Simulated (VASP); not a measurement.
# Bi (P2/m) in VASP: a series of runs

Runs on Bi. Level: PBE. Tasks: single point.

All numbers are computed with VASP 6.6.1; they aren't measurements. Logs are shortened: lines on timing, memory, paths and dates and some standing lists are left out, and cuts for length are marked.

### Step 1. The structure

Symmetry: P2/m, No. 10, monoclinic system. The conventional cell has a = 3.277 Å, b = 3.274 Å, c = 6.544 Å, α = 90.00°, β = 90.14°, γ = 90.00°. Bi (site symmetry m) has 6 Bi at 3.27 to 3.28 Å as nearest neighbours.

This isn't the form of Bi at room conditions, which is rhombohedral.

### Step 2. Single point, PBE

Contents of INCAR:

```
SYSTEM = Bi
  PREC = Accurate
  ENCUT = 520
  EDIFF = 1E-6
  ISMEAR = 0
  SIGMA = 0.1
  LREAL = .FALSE.
  LASPH = .TRUE.
  NELM = 100
  ALGO = Fast
  ISIF = 2
  LWAVE = .FALSE.
  LCHARG = .TRUE.
  GGA = PE
  LELF = .TRUE.
  LVHAR = .TRUE.
  NBANDS = 22
```

Contents of KPOINTS:

```
Automatic mesh
0
G
  18 18 10
  0 0 0
```

Contents of POSCAR:

```
Bi
1.0
    3.2774022666      0.0000000000      0.0164060211
    0.0000000000      3.2742845552      0.0000000000
   -0.0487788992      0.0000000000      6.5438881473
Bi
2
Direct
    0.4601477348      0.0000000000      0.2500362692
    0.5398522652      0.0000000000      0.7499637308
```

Potentials or basis: VASP PAW PBE potentials, release 64 (Bi_d).

Run with:

```bash
cat potpaw_PBE.64/Bi_d/POTCAR > POTCAR
mpirun -np 1 vasp_std > vasp.out
```

OUTCAR:

```text
SYSTEM = Bi
   PREC = Accurate
   ENCUT = 520
   EDIFF = 1E-6
   ISMEAR = 0
   LREAL = .FALSE.
   LASPH = .TRUE.
   NELM = 100
   ISIF = 2
   GGA = PE

 ion  position               nearest neighbor table
   1  0.460  0.000  0.250-   2 3.28   2 3.28
   2  0.540  0.000  0.750-   1 3.28   1 3.28

  LATTYP: Found a simple monoclinic cell.
 ALAT       =     3.2774433290
 B/A-ratio  =     0.9990362080
 C/A-ratio  =     1.9966996496
 COS(beta)  =    -0.0024482167

  Lattice vectors:

 A1 = (   3.2774022666,   0.0000000000,   0.0164060211)
 A2 = (   0.0000000000,   3.2742845552,   0.0000000000)
 A3 = (  -0.0487788992,   0.0000000000,   6.5438881473)

Analysis of symmetry for initial positions (statically):
=====================================================================
 Subroutine PRICEL returns:
 Original cell was already a primitive cell.

 Routine SETGRP: Setting up the symmetry group for a
 simple monoclinic supercell.

 Subroutine GETGRP returns: Found  4 space group operations
 (whereof  4 operations were pure point group operations)
 out of a pool of  4 trial point group operations.

The static configuration has the point symmetry C_2h.

Analysis of symmetry for dynamics (positions and initial velocities):
=====================================================================
 Subroutine PRICEL returns:
 Original cell was already a primitive cell.

 Routine SETGRP: Setting up the symmetry group for a
 simple monoclinic supercell.

 Subroutine GETGRP returns: Found  4 space group operations
 (whereof  4 operations were pure point group operations)
 out of a pool of  4 trial point group operations.

The dynamic configuration has the point symmetry C_2h.

 Subroutine INISYM returns: Found  4 space group operations
 (whereof  4 operations are pure point group operations),
 and found     1 'primitive' translations

----------------------------------------------------------------------------------------

                                     Primitive cell

  volume of cell :      70.2261

  direct lattice vectors                    reciprocal lattice vectors
     3.277402267  0.000000000  0.016406021     0.305108316  0.000000000  0.002274313
     0.000000000  3.274284555  0.000000000     0.000000000  0.305410230  0.000000000
    -0.048778899  0.000000000  6.543888147    -0.000764930  0.000000000  0.152808646

  length of vectors
     3.277443329  3.274284555  6.544069947     0.305116793  0.305410230  0.152810561

  position of ions in fractional coordinates (direct lattice)
     0.460147735  0.000000000  0.250036269
     0.539852265  0.000000000  0.749963731

  ion indices of the primitive-cell ions
   primitive index   ion index
                 1           1
                 2           2

----------------------------------------------------------------------------------------

 KPOINTS: Automatic mesh

Automatic generation of k-mesh.
 Grid dimensions read from file:
 generate k-points for:   18   18   10

 Generating k-lattice:

  Cartesian coordinates                     Fractional coordinates (reciprocal lattice)
     0.016950462  0.000000000  0.000126351     0.055555556  0.000000000 -0.000000000
     0.000000000  0.016967235  0.000000000     0.000000000  0.055555556  0.000000000
    -0.000076493  0.000000000  0.015280865    -0.000000000  0.000000000  0.100000000

  Length of vectors
     0.016950933  0.016967235  0.015281056

  Shift w.r.t. Gamma in fractional coordinates (k-lattice)
     0.000000000  0.000000000  0.000000000

 Subroutine IBZKPT returns following result:
 ===========================================

 Found    920 irreducible k-points:

 Following reciprocal coordinates:
            Coordinates               Weight
  0.000000  0.000000  0.000000      1.000000
  0.055556  0.000000 -0.000000      2.000000
  0.111111  0.000000 -0.000000      2.000000
  0.166667  0.000000  0.000000      2.000000
  0.222222  0.000000 -0.000000      2.000000
  0.277778  0.000000  0.000000      2.000000
[... 16 lines left out ...]
  0.111111  0.111111 -0.000000      4.000000
  0.166667  0.111111  0.000000      4.000000
 [... further k-points ...]
   k-points           NKPTS =    920   k-points in BZ     NKDIM =    920   number of bands    NBANDS=     22
   number of dos      NEDOS =    301   number of ions     NIONS =      2
   total plane-waves  NPLWV =  28800
   dimension x,y,z NGX =    24 NGY =   24 NGZ =   50
   dimension x,y,z NGXF=    48 NGYF=   48 NGZF=  100
   ions per type =               2
   NGX,Y,Z   is equivalent  to a cutoff of  12.17, 12.19, 12.70 a.u.
   NGXF,Y,Z  is equivalent  to a cutoff of  24.35, 24.37, 25.40 a.u.
 SYSTEM =  Bi
   PREC   = accura    normal or accurate (medium, high low for compatibility)
   ISTART =      0    job   : 0-new  1-cont  2-samecut
   ICHARG =      2    charge: 1-file 2-atom 10-const
   ISPIN  =      1    spin polarized calculation?
   LNONCOLLINEAR =      F non collinear calculations
   LSORBIT =      F    spin-orbit coupling
   LASPH  =      T    aspherical Exc in radial PAW
   ENCUT  =  520.0 eV  38.22 Ry    6.18 a.u.   6.09  6.09 12.17*2*pi/ulx,y,z
   NELM   =    100;   NELMIN=  2; NELMDL= -5     # of ELM steps
   EDIFF  = 0.1E-05   stopping-criterion for ELM
   LREAL  =      F    real-space projection
   EDIFFG = 0.1E-04   stopping-criterion for IOM
   NSW    =      0    number of steps for IOM
   IBRION =     -1    ionic relax: 0-MD 1-quasi-New 2-CG
   NFREE  =      0    steps in history (QN), initial steepest desc. (CG)
   ISIF   =      2    stress and relaxation
   ISYM   =      2    0-nonsym 1-usesym 2-fastsym
   POTIM  = 0.5000    time-step for ionic-motion
   TEBEG  =    0.0;   TEEND  =   0.0 temperature during run
   PSTRESS=    0.0 pullay stress
   NELECT =      30.0000    total number of electrons
   NUPDOWN=      -1.0000    fix difference up-down
   EMIN   =  10.00;   EMAX   =-10.00  energy-range for DOS
   EFERMI =   0.00;   METHOD = LEGACY
   ISMEAR =     0;   SIGMA  =   0.10  broadening in eV -4-tet -1-fermi 0-gaus
   EFERMI_NEDOS =   21; number of points for ismear=-14 and -15
   IALGO  =     68    algorithm
   IMIX   =      4    mixing-type and parameters
     AMIX     =   0.40;   BMIX     =  1.00
     AMIX_MAG =   1.60;   BMIX_MAG =  1.00
  volume/ion in A,a.u.               =      35.11       236.95
  Fermi-wavevector in a.u.,A,eV,Ry     =   1.232961  2.329958 20.683463  1.520192
  Thomas-Fermi vector in A             =   2.367710
   LORBIT       =      0    0 simple, 1 ext, 2 COOP (PROOUT), +10 PAW based schemes
   GGA     = PE    functional components
   LHFCALC =     F    Hartree Fock is set to
   AEXX    =    0.0000 exact exchange contribution
   IVDW    =     0    specifies the selected vdW correction
   LEPSILON=     F    determine dielectric tensor
   LRPA    =     F    only Hartree local field effects (RPA)
 non-spin polarized calculation
 RMM-DIIS sequential band-by-band and
 Gauss-broadening in eV      SIGMA  =   0.10
  energy-cutoff  :      520.00
  volume of cell :       70.23
 maximum number of plane-waves:      1920
   NGX = 13   NGY = 13   NGZ = 25

 number of electron      29.9999986 magnetization

 Free energy of the ion-electron system (eV)
  ---------------------------------------------------
  ext. energy  EPLUGINS =         0.00000000
  ---------------------------------------------------
  free energy    TOTEN  =        -7.69308003 eV

  energy without entropy =       -7.68809089  energy(sigma->0) =       -7.69058546

 E-fermi :   6.3217     XC(G=0):  -9.5853

 val. band max:        6.3206251466   @ k =  -0.4444   0.2778   0.4000
 cond. band min:       6.3242333614   @ k =   0.4444   0.2778   0.4000
 fundamental gap:      0.0036082148
 Fermi energy:         6.3216569887

 k-point     1 :       0.0000    0.0000    0.0000
  band No.  band energies     occupation
      1     -16.5868      2.00000
      2     -16.5808      2.00000
      3     -16.5749      2.00000
      4     -16.3636      2.00000
      5     -16.3613      2.00000
      6     -16.3406      2.00000
[... 14 lines left out ...]
     21      14.2632      0.00000
     22      16.0437      0.00000

 k-point     2 :       0.0556    0.0000   -0.0000
  band No.  band energies     occupation
      1     -16.5844      2.00000
      2     -16.5753      2.00000
      3     -16.5692      2.00000
      4     -16.3644      2.00000
      5     -16.3634      2.00000
      6     -16.3380      2.00000
[... 14 lines left out ...]
     21      14.6241      0.00000
     22      15.5621      0.00000

 k-point     3 :       0.1111    0.0000   -0.0000
  band No.  band energies     occupation
      1     -16.5825      2.00000
      2     -16.5544      2.00000
      3     -16.5534      2.00000
      4     -16.3731      2.00000
      5     -16.3627      2.00000
      6     -16.3296      2.00000
[... 14 lines left out ...]
     21      14.4859      0.00000
     22      15.7388      0.00000

 k-point     4 :       0.1667    0.0000    0.0000
  band No.  band energies     occupation
      1     -16.5806      2.00000
      2     -16.5315      2.00000
      3     -16.5212      2.00000
      4     -16.3864      2.00000
      5     -16.3616      2.00000
      6     -16.3147      2.00000
[... 14 lines left out ...]
     21      14.3830      0.00000
     22      16.6857      0.00000

 k-point     5 :       0.2222    0.0000   -0.0000
  band No.  band energies     occupation
      1     -16.5785      2.00000
      2     -16.5080      2.00000
      3     -16.4803      2.00000
      4     -16.4027      2.00000
      5     -16.3603      2.00000
      6     -16.3257      2.00000
[... 417 lines left out ...]
 k-point    22 :       0.0556    0.1111   -0.0000
  band No.  band energies     occupation
      1     -16.5742      2.00000
      2     -16.5545      2.00000
      3     -16.5475      2.00000
      4     -16.3751      2.00000
      5     -16.3634      2.00000
      6     -16.3270      2.00000
[... 14 lines left out ...]
     21      14.6860      0.00000
     22      15.7557      0.00000

 k-point    23 :       0.1111    0.1111   -0.0000
  band No.  band energies     occupation
      1     -16.5645      2.00000
      2     -16.5412      2.00000
      3     -16.5303      2.00000
      4     -16.3745      2.00000
      5     -16.3720      2.00000
      6     -16.3202      2.00000
[... 14 lines left out ...]
     21      15.0951      0.00000
     22      15.5835      0.00000

 k-point    24 :       0.1667    0.1111    0.0000
  band No.  band energies     occupation
      1     -16.5600      2.00000
      2     -16.5105      2.00000
      3     -16.5059      2.00000
      4     -16.3854      2.00000
      5     -16.3731      2.00000
      6     -16.3169      2.00000
[... 14 lines left out ...]
     21      15.0111      0.00000
     22      15.8711      0.00000

 [... further k-points ...]

------------------------ aborting loop because EDIFF is reached ----------------------------------------

  FORCE on cell =-STRESS in cart. coord.  units (eV):
  Direction    XX          YY          ZZ          XY          YZ          ZX
  --------------------------------------------------------------------------------------
  -------------------------------------------------------------------------------------
  Total       -0.0231190     -0.0207801     -0.0257625      0.0000000      0.0000000      0.0078702
  in kB       -0.5274490     -0.4740902     -0.5877614      0.0000000      0.0000000      0.1795550
  external PRESSURE =      -0.5297669 kB  Pullay stress =       0.0000000 kB

 VOLUME and BASIS-vectors are now :
 -----------------------------------------------------------------------------
  energy-cutoff  :      520.00
  volume of cell :       70.23
      direct lattice vectors                 reciprocal lattice vectors
     3.277402267  0.000000000  0.016406021     0.305108316  0.000000000  0.002274313
     0.000000000  3.274284555  0.000000000     0.000000000  0.305410230  0.000000000
    -0.048778899  0.000000000  6.543888147    -0.000764930  0.000000000  0.152808646

 POSITION                                       TOTAL-FORCE (eV/Angst)
 -----------------------------------------------------------------------------------
      1.49589      0.00000      1.64376         0.000496      0.000000     -0.000169
      1.73273      0.00000      4.91654        -0.000496      0.000000      0.000169
 -----------------------------------------------------------------------------------
    total drift:                                0.000000     -0.000000      0.000000

  FREE ENERGIE OF THE ION-ELECTRON SYSTEM (eV)
  ---------------------------------------------------
  free  energy   TOTEN  =        -7.6930800296 eV

  energy  without entropy=       -7.6880908859  energy(sigma->0) =       -7.69058546
```

It took 5.1 min on 1 thread of Intel Xeon 6975P-C (Granite Rapids), shared host; peak memory 1 GiB.

Results:

```
Free energy            : -7.6931 eV
Pressure               : -0.1 GPa
Band gap on the k mesh : none (metal or under the smearing width)
```

Caveat: spin-orbit coupling is left out, which moves the levels of the heavy elements.

### Step 3. Single point, PBE (random cell without symmetry)

Contents of INCAR:

```
PREC = Accurate
ENCUT = 520
EDIFF = 1E-6
ISMEAR = 0
SIGMA = 0.1
LREAL = False
LASPH = True
NELM = 100
ALGO = Fast
ISIF = 2
LWAVE = False
LCHARG = True
GGA = PE
LELF = True
LVHAR = True
NBANDS = 38
```

Contents of KPOINTS:

```
Automatic mesh
0
Gamma
  4 4 4
```

Contents of POSCAR:

```
Bi
1.0
    4.8680604578      0.5701667568      0.4506766760
   -0.5274090012      4.5432241324     -0.1501434860
   -2.5582331304     -4.7022051412      6.2351721470
Bi
4
Direct
    0.8146665845      0.3112207784      0.2207537340
    0.2650898448      0.4398255537      0.8376691268
    0.2641689584      0.8905263582      0.2987468674
    0.8137581299      0.7831673904      0.6824603847
```

Potentials or basis: VASP PAW PBE potentials, release 64 (Bi_d).

Run with:

```bash
cat potpaw_PBE.64/Bi_d/POTCAR > POTCAR
mpirun -np 1 vasp_std > vasp.out
```

Wall time 2.4 min (1 thread of Intel Xeon 6975P-C (Granite Rapids), shared host); peak memory 0.35 GiB.

It converged, with:

```
Free energy            : -15.4315 eV
Pressure               : 0.0 GPa
Largest force          : 0.017 eV/Å
Band gap on the k mesh : none (metal or under the smearing width)
```

Forces in eV/Å, atoms in the order of the input:
```
Bi   0.005  0.009  0.004
Bi  -0.009 -0.009 -0.011
Bi  -0.011 -0.002  0.009
Bi   0.015  0.002 -0.002
```

Stress tensor (GPa, compression positive):
```
-0.08  0.03  0.07
 0.03 -0.02  0.02
 0.07  0.02 -0.01
```

Levels at points of the mesh, in eV from the Fermi level:
```
           k point  band 28  band 29  band 30  band 31  band 32  band 33
(0.00, 0.00, 0.00)    -2.28    -0.67     0.40     1.63     2.26     2.66
(0.50, 0.00, 0.00)    -1.08    -0.79    -0.71     0.03     0.28     1.92
(0.00, 0.50, 0.00)    -1.80    -0.68    -0.67     0.31     0.32     1.49
(0.50, 0.50, 0.00)    -3.38    -1.00    -0.99     0.13     0.14     4.20
(0.00, 0.00, 0.50)    -1.86    -1.15    -0.85     0.17     0.76     2.59
(0.50, 0.00, 0.50)    -1.22    -1.16    -0.88     0.50     0.88     1.39
(0.00, 0.50, 0.50)    -1.55    -1.34    -1.32    -0.24    -0.23     2.15
(0.50, 0.50, 0.50)    -3.30    -1.27    -1.25     1.93     1.93     3.87
```

Caveat: the k mesh is coarse (spacing up to 0.42 Å⁻¹), so the values aren't converged; spin-orbit coupling is left out, which moves the levels of the heavy elements.
